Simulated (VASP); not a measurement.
# TiC3 (I4/mmm) in VASP: a series of runs

Runs on TiC3. Level: PBE. Tasks: relaxation of cell and atoms.

Everything below comes from runs of VASP 6.6.1. Logs are shortened: lines on timing, memory, paths and dates and some standing lists are left out, and cuts for length are marked.

## Step 1: Starting point

Symmetry: I4/mmm, No. 139, tetragonal system. Conventional cell: a = 3.565 Å, b = 3.565 Å, c = 7.080 Å, α = 90.00°, β = 90.00°, γ = 90.00°. Around Ti (site symmetry 4/mmm) lie 2 C at 2.19 Å. Around C (site symmetry 4/mmm) lie 2 C at 1.35 Å. C (site symmetry 4mm) is surrounded by 1 C at 1.35 Å.

The cell was built by a generator and needn't be a form met in nature.

## Step 2: Relaxation of cell and atoms, PBE

The input, INCAR:

```
PREC = Normal
ENCUT = 520
EDIFF = 1E-4
ISMEAR = 0
SIGMA = 0.15
LREAL = False
LASPH = True
NELM = 60
ALGO = Fast
ISIF = 3
LWAVE = False
LCHARG = False
GGA = PE
IBRION = 2
NSW = 24
EDIFFG = -0.08
```

The input, KPOINTS:

```
Automatic mesh
0
Gamma
  8 8 8
```

The input, POSCAR:

```
TiC3
1.0
   -1.7827013300      1.7827013300      3.5399354900
    1.7827013300     -1.7827013300      3.5399354900
    1.7827013300      1.7827013300     -3.5399354900
Ti C
1 3
Direct
    0.0000000000      0.0000000000      0.0000000000
    0.5000000000      0.5000000000      0.0000000000
    0.6910000000      0.6910000000      0.0000000000
    0.3090000000      0.3090000000      0.0000000000
```

Potentials or basis: VASP PAW PBE potentials, release 64 (Ti_sv, C).

Started as:

```bash
cat potpaw_PBE.64/Ti_sv/POTCAR potpaw_PBE.64/C/POTCAR > POTCAR
mpirun -np 1 vasp_std > vasp.out
```

OUTCAR:

```text
PREC = Normal
   ENCUT = 520
   EDIFF = 1E-4
   ISMEAR = 0
   LREAL = False
   LASPH = True
   NELM = 60
   ISIF = 3
   GGA = PE
   IBRION = 2
   NSW = 24
   EDIFFG = -0.08

 ion  position               nearest neighbor table
   1  0.000  0.000  0.000-   3 2.19   4 2.19
   2  0.500  0.500  0.000-   3 1.35   4 1.35
   3  0.691  0.691  0.000-   2 1.35   1 2.19
   4  0.309  0.309  0.000-   2 1.35   1 2.19

  LATTYP: Found a body centered tetragonal cell.
 ALAT       =     3.5654026600
 C/A-ratio  =     1.9857142811

  Lattice vectors:

 A1 = (  -1.7827013300,   1.7827013300,   3.5399354900)
 A2 = (   1.7827013300,  -1.7827013300,   3.5399354900)
 A3 = (   1.7827013300,   1.7827013300,  -3.5399354900)

Analysis of symmetry for initial positions (statically):
=====================================================================
 Subroutine PRICEL returns:
 Original cell was already a primitive cell.

 Routine SETGRP: Setting up the symmetry group for a
 body centered tetragonal supercell.

 Subroutine GETGRP returns: Found 16 space group operations
 (whereof 16 operations were pure point group operations)
 out of a pool of 16 trial point group operations.

The static configuration has the point symmetry D_4h.

Analysis of symmetry for dynamics (positions and initial velocities):
=====================================================================
 Subroutine PRICEL returns:
 Original cell was already a primitive cell.

 Routine SETGRP: Setting up the symmetry group for a
 body centered tetragonal supercell.

 Subroutine GETGRP returns: Found 16 space group operations
 (whereof 16 operations were pure point group operations)
 out of a pool of 16 trial point group operations.

The dynamic configuration has the point symmetry D_4h.

 Subroutine INISYM returns: Found 16 space group operations
 (whereof 16 operations are pure point group operations),
 and found     1 'primitive' translations

----------------------------------------------------------------------------------------

                                     Primitive cell

  volume of cell :      45.0000

  direct lattice vectors                    reciprocal lattice vectors
    -1.782701330  1.782701330  3.539935490     0.000000000  0.280473230  0.141245512
     1.782701330 -1.782701330  3.539935490     0.280473230  0.000000000  0.141245512
     1.782701330  1.782701330 -3.539935490     0.280473230  0.280473230  0.000000000

  length of vectors
     4.345939638  4.345939638  4.345939638     0.314031093  0.314031093  0.396649046

  position of ions in fractional coordinates (direct lattice)
     0.000000000  0.000000000  0.000000000
     0.500000000  0.500000000  0.000000000
     0.691000000  0.691000000  0.000000000
     0.309000000  0.309000000  0.000000000

  ion indices of the primitive-cell ions
   primitive index   ion index
                 1           1
                 2           2
                 3           3
                 4           4

----------------------------------------------------------------------------------------

 KPOINTS: Automatic mesh

Automatic generation of k-mesh.
 Grid dimensions read from file:
 generate k-points for:    8    8    8

 Generating k-lattice:

  Cartesian coordinates                     Fractional coordinates (reciprocal lattice)
     0.000000000  0.035059154  0.017655689     0.125000000  0.000000000  0.000000000
     0.035059154  0.000000000  0.017655689     0.000000000  0.125000000  0.000000000
     0.035059154  0.035059154  0.000000000     0.000000000  0.000000000  0.125000000

  Length of vectors
     0.039253887  0.039253887  0.049581131

  Shift w.r.t. Gamma in fractional coordinates (k-lattice)
     0.000000000  0.000000000  0.000000000

 Subroutine IBZKPT returns following result:
 ===========================================

 Found     59 irreducible k-points:

 Following reciprocal coordinates:
            Coordinates               Weight
  0.000000  0.000000  0.000000      1.000000
  0.125000 -0.000000  0.000000      8.000000
  0.250000 -0.000000  0.000000      8.000000
  0.375000 -0.000000  0.000000      8.000000
  0.500000 -0.000000  0.000000      4.000000
  0.125000  0.125000  0.000000      8.000000
[... 16 lines left out ...]
  0.250000  0.125000  0.125000     16.000000
  0.375000  0.125000  0.125000      8.000000
 [... further k-points ...]
   k-points           NKPTS =     59   k-points in BZ     NKDIM =     59   number of bands    NBANDS=     16
   number of dos      NEDOS =    301   number of ions     NIONS =      4
   total plane-waves  NPLWV =  13824
   dimension x,y,z NGX =    24 NGY =   24 NGZ =   24
   dimension x,y,z NGXF=    48 NGYF=   48 NGZF=   48
   ions per type =               1   3
   NGX,Y,Z   is equivalent  to a cutoff of   9.18,  9.18,  9.18 a.u.
   NGXF,Y,Z  is equivalent  to a cutoff of  18.36, 18.36, 18.36 a.u.
 SYSTEM =  unknown system
   PREC   = normal    normal or accurate (medium, high low for compatibility)
   ISTART =      0    job   : 0-new  1-cont  2-samecut
   ICHARG =      2    charge: 1-file 2-atom 10-const
   ISPIN  =      1    spin polarized calculation?
   LNONCOLLINEAR =      F non collinear calculations
   LSORBIT =      F    spin-orbit coupling
   LASPH  =      T    aspherical Exc in radial PAW
   ENCUT  =  520.0 eV  38.22 Ry    6.18 a.u.   8.08  8.08  8.08*2*pi/ulx,y,z
   NELM   =     60;   NELMIN=  2; NELMDL= -5     # of ELM steps
   EDIFF  = 0.1E-03   stopping-criterion for ELM
   LREAL  =      F    real-space projection
   EDIFFG = -.8E-01   stopping-criterion for IOM
   NSW    =     24    number of steps for IOM
   IBRION =      2    ionic relax: 0-MD 1-quasi-New 2-CG
   NFREE  =      1    steps in history (QN), initial steepest desc. (CG)
   ISIF   =      3    stress and relaxation
   ISYM   =      2    0-nonsym 1-usesym 2-fastsym
   POTIM  = 0.5000    time-step for ionic-motion
   TEBEG  =    0.0;   TEEND  =   0.0 temperature during run
   PSTRESS=    0.0 pullay stress
   NELECT =      24.0000    total number of electrons
   NUPDOWN=      -1.0000    fix difference up-down
   EMIN   =  10.00;   EMAX   =-10.00  energy-range for DOS
   EFERMI =   0.00;   METHOD = LEGACY
   ISMEAR =     0;   SIGMA  =   0.15  broadening in eV -4-tet -1-fermi 0-gaus
   EFERMI_NEDOS =   21; number of points for ismear=-14 and -15
   IALGO  =     68    algorithm
   IMIX   =      4    mixing-type and parameters
     AMIX     =   0.40;   BMIX     =  1.00
     AMIX_MAG =   1.60;   BMIX_MAG =  1.00
  volume/ion in A,a.u.               =      11.25        75.92
  Fermi-wavevector in a.u.,A,eV,Ry     =   1.327622  2.508842 23.981355  1.762580
  Thomas-Fermi vector in A             =   2.456920
   LORBIT       =      0    0 simple, 1 ext, 2 COOP (PROOUT), +10 PAW based schemes
   GGA     = PE    functional components
   LHFCALC =     F    Hartree Fock is set to
   AEXX    =    0.0000 exact exchange contribution
   IVDW    =     0    specifies the selected vdW correction
   LEPSILON=     F    determine dielectric tensor
   LRPA    =     F    only Hartree local field effects (RPA)
 conjugate gradient relaxation of ions
 non-spin polarized calculation
 RMM-DIIS sequential band-by-band and
 Gauss-broadening in eV      SIGMA  =   0.15
  energy-cutoff  :      520.00
  volume of cell :       45.00
 maximum number of plane-waves:      1226
   NGX = 17   NGY = 17   NGZ = 17

--------------------------------------- Ionic step        1  -------------------------------------------

 number of electron      23.9999992 magnetization

 Free energy of the ion-electron system (eV)
  ---------------------------------------------------
  ext. energy  EPLUGINS =         0.00000000
  ---------------------------------------------------
  free energy    TOTEN  =       -31.54479351 eV

  energy without entropy =      -31.52257205  energy(sigma->0) =      -31.53368278

------------------------ aborting loop because EDIFF is reached ----------------------------------------

  FORCE on cell =-STRESS in cart. coord.  units (eV):
  Direction    XX          YY          ZZ          XY          YZ          ZX
  --------------------------------------------------------------------------------------
  -------------------------------------------------------------------------------------
  Total       -3.9151453     -3.9151453     -5.3291835      0.0000000      0.0000000      0.0000000
  in kB     -139.3946020   -139.3946020   -189.7399322      0.0000000      0.0000000      0.0000000
  external PRESSURE =    -156.1763787 kB  Pullay stress =       0.0000000 kB
[... 95 lines left out ...]
  FREE ENERGIE OF THE ION-ELECTRON SYSTEM (eV)
  ---------------------------------------------------
  free  energy   TOTEN  =       -31.7390041873 eV

  energy  without entropy=      -31.7182335559  energy(sigma->0) =      -31.72861887

[... ionic steps 4 to 8 ...]

--------------------------------------- Ionic step        9  -------------------------------------------

 number of electron      23.9999998 magnetization

------------------------ aborting loop because EDIFF is reached ----------------------------------------
[... 71 lines left out ...]
--------------------------------------- Ionic step       11  -------------------------------------------

 number of electron      23.9999998 magnetization

 Free energy of the ion-electron system (eV)
  ---------------------------------------------------
  ext. energy  EPLUGINS =         0.00000000
  ---------------------------------------------------
  free energy    TOTEN  =       -31.98100736 eV

  energy without entropy =      -31.95978952  energy(sigma->0) =      -31.97039844

 E-fermi :   8.7432     XC(G=0): -12.0737

 val. band max:        8.7409022800   @ k =  -0.2500   0.1250  -0.0000
 cond. band min:       8.7675692388   @ k =  -0.3750   0.5000   0.2500
 fundamental gap:      0.0266669588
 Fermi energy:         8.7431838783

 k-point     1 :       0.0000    0.0000    0.0000
  band No.  band energies     occupation
      1     -48.9926      2.00000
      2     -25.2905      2.00000
      3     -25.2905      2.00000
      4     -25.1356      2.00000
      5      -9.4282      2.00000
      6      -4.2122      2.00000
[... 433 lines left out ...]
      3     -25.3428      2.00000
      4     -25.1310      2.00000
      5      -8.1701      2.00000
      6      -4.9667      2.00000
[... 8 lines left out ...]
     15      10.6276      0.00000
     16      11.1571      0.00000

 [... further k-points ...]

------------------------ aborting loop because EDIFF is reached ----------------------------------------

  FORCE on cell =-STRESS in cart. coord.  units (eV):
  Direction    XX          YY          ZZ          XY          YZ          ZX
  --------------------------------------------------------------------------------------
  -------------------------------------------------------------------------------------
  Total        0.1820445      0.1820445      0.0877232      0.0000000      0.0000000      0.0000000
  in kB        7.8728198      7.8728198      3.7937378      0.0000000      0.0000000      0.0000000
  external PRESSURE =       6.5131258 kB  Pullay stress =       0.0000000 kB
[... 19 lines left out ...]
  FREE ENERGIE OF THE ION-ELECTRON SYSTEM (eV)
  ---------------------------------------------------
  free  energy   TOTEN  =       -31.9810073591 eV

  energy  without entropy=      -31.9597895185  energy(sigma->0) =      -31.97039844

 reached required accuracy - stopping structural energy minimisation
```

Wall time 89 s (1 thread of Intel Xeon 6975P-C (Granite Rapids), shared host); peak memory 0.17 GiB.

Results:

| Property | Result |
| --- | --- |
| Free energy | -31.9810 eV |
| Relaxed volume | 9.26 Å³/atom |
| Relaxed cell | a = 4.172 Å, b = 4.172 Å, c = 4.172 Å, α = 133.92°, β = 133.92°, γ = 67.21° |
| Space group after relaxing (to 0.05 Å) | I4/mmm (No. 139) |
| Energy gained by relaxing | 109.1 meV/atom |
| Ionic steps | 11 |
| Pressure after relaxing | 0.7 GPa |
| Largest force after relaxing | 0.011 eV/Å |
| Band gap on the k mesh | none (metal or under the smearing width) |

Forces on the atoms (eV/Å):
```
Ti   0.000  0.000  0.000
C    0.000  0.000  0.000
C    0.000  0.000  0.011
C    0.000  0.000 -0.011
```

Stress tensor (GPa, compression positive):
```
0.79 0.00 0.00
0.00 0.79 0.00
0.00 0.00 0.38
```

The path:
| step | energy change (eV) | largest force (eV/Å) | pressure (GPa) | volume (Å³) |
| --- | --- | --- | --- | --- |
| 1 | 0.0000 | 0.1438 | -15.62 | 45.00 |
| 2 | 0.0098 | 3.3550 | 17.74 | 38.22 |
| 3 | -0.1942 | 1.6381 | -1.58 | 41.47 |
| 4 | -0.3718 | 0.8322 | -0.98 | 38.17 |
| 5 | -0.3707 | 1.0140 | 0.28 | 37.86 |
| 6 | -0.4234 | 0.7134 | -0.18 | 37.11 |
| 7 | -0.4250 | 0.5849 | -0.07 | 36.67 |
| 8 | -0.4269 | 0.6430 | -0.36 | 36.86 |
| 9 | -0.4284 | 0.4836 | 3.73 | 36.74 |
| 10 | -0.4343 | 0.0776 | 1.71 | 36.80 |
| 11 | -0.4362 | 0.0110 | 0.65 | 37.05 |

Final structure:
```yaml
crystal:
  lattice:
    - [-1.63262, 1.63262, 3.47477]
    - [1.63262, -1.63262, 3.47477]
    - [1.63262, 1.63262, -3.47477]
  atoms:
    - { symbol: Ti, position: [0.00000, 0.00000, 0.00000] }
    - { symbol: C, position: [0.50000, 0.50000, 0.00000] }
    - { symbol: C, position: [0.69364, 0.69364, 0.00000] }
    - { symbol: C, position: [0.30636, 0.30636, 0.00000] }
```

Caveat: the volume moved by over 15 % at a fixed basis, so the end points are rough; the relaxation stopped at a loose force limit of 0.08 eV/Å, so its end isn't a converged minimum.

## Step 3: Relaxation of cell and atoms, PBE

This run uses another cell than the first one: it holds 8 atoms, not 4.

INCAR is that of step 2.

The input, KPOINTS:

```
Automatic mesh
0
Gamma
  5 5 5
```

The input, POSCAR:

```
TiC3
1.0
   -2.7023119900      2.7023119900      3.0811407800
    2.7023119900     -2.7023119900      3.0811407800
    2.7023119900      2.7023119900     -3.0811407800
Ti C
2 6
Direct
    0.7500000000      0.7500000000      0.0000000000
    0.2500000000      0.2500000000      0.0000000000
    0.0000000000      0.5000000000      0.5000000000
    0.8240000000      0.6760000000      0.5000000000
    0.1760000000      0.3240000000      0.5000000000
    0.5000000000      0.0000000000      0.5000000000
    0.3240000000      0.8240000000      0.1480000000
    0.6760000000      0.1760000000      0.8520000000
```

Potentials or basis: VASP PAW PBE potentials, release 64 (Ti_sv, C).

Started as:

```bash
cat potpaw_PBE.64/Ti_sv/POTCAR potpaw_PBE.64/C/POTCAR > POTCAR
mpirun -np 1 vasp_std > vasp.out
```

It took 1.8 min on 1 thread of Intel Xeon 6975P-C (Granite Rapids), shared host; peak memory 0.18 GiB.

It converged, with:

| Quantity | Value |
| --- | --- |
| Free energy | -65.8568 eV |
| Relaxed volume | 9.45 Å³/atom |
| Relaxed cell | a = 4.616 Å, b = 4.616 Å, c = 4.616 Å, α = 110.64°, β = 110.64°, γ = 107.16° |
| Space group after relaxing (to 0.05 Å) | I4/mcm (No. 140) |
| Energy gained by relaxing | 158.8 meV/atom |
| Ionic steps | 7 |
| Pressure after relaxing | 1.0 GPa |
| Largest force after relaxing | 0.013 eV/Å |
| Band gap on the k mesh | none (metal or under the smearing width) |

Forces in eV/Å, atoms in the order of the input:
```
Ti   0.000  0.000  0.000
Ti   0.000  0.000  0.000
C    0.000  0.000  0.000
C   -0.009  0.009  0.000
C    0.009 -0.009  0.000
C    0.000  0.000  0.000
C    0.009  0.009  0.000
C   -0.009 -0.009  0.000
```

Stress tensor (GPa, compression positive):
```
1.35 0.00 0.00
0.00 1.35 0.00
0.00 0.00 0.29
```

Step by step:
```csv
step,energy change (eV),largest force (eV/Å),pressure (GPa),volume (Å³)
1,0.0000,1.6498,-21.46,90.00
2,0.9126,9.9555,39.60,71.72
3,-0.7791,1.9459,-3.04,81.72
4,-1.1422,1.1476,4.42,72.70
5,-1.2605,0.2178,0.54,75.58
6,-1.2604,0.2557,1.00,75.45
7,-1.2707,0.0133,0.99,75.63
```

Final structure:
```cif
data_structure
_symmetry_space_group_name_H-M 'P 1'
_symmetry_Int_Tables_number 1
_cell_length_a 4.6162
_cell_length_b 4.6162
_cell_length_c 4.6162
_cell_angle_alpha 110.637
_cell_angle_beta 110.637
_cell_angle_gamma 107.163
_cell_volume 75.63
loop_
_atom_site_label
_atom_site_type_symbol
_atom_site_fract_x
_atom_site_fract_y
_atom_site_fract_z
_atom_site_occupancy
Ti1 Ti 0.75000 0.75000 0.00000 1
Ti2 Ti 0.25000 0.25000 0.00000 1
C1 C 0.00000 0.50000 0.50000 1
C2 C 0.82448 0.67552 0.50000 1
C3 C 0.17552 0.32448 0.50000 1
C4 C 0.50000 0.00000 0.50000 1
C5 C 0.32448 0.82448 0.14896 1
C6 C 0.67552 0.17552 0.85104 1
```

Levels at points of the mesh, in eV from the Fermi level:
```tsv
k point	band 22	band 23	band 24	band 25	band 26	band 27
(0.00, 0.00, 0.00)	-0.96	-0.96	-0.48	-0.26	2.14	2.43
```

Caveat: the volume moved by over 15 % at a fixed basis, so the end points are rough; the relaxation stopped at a loose force limit of 0.08 eV/Å, so its end isn't a converged minimum.
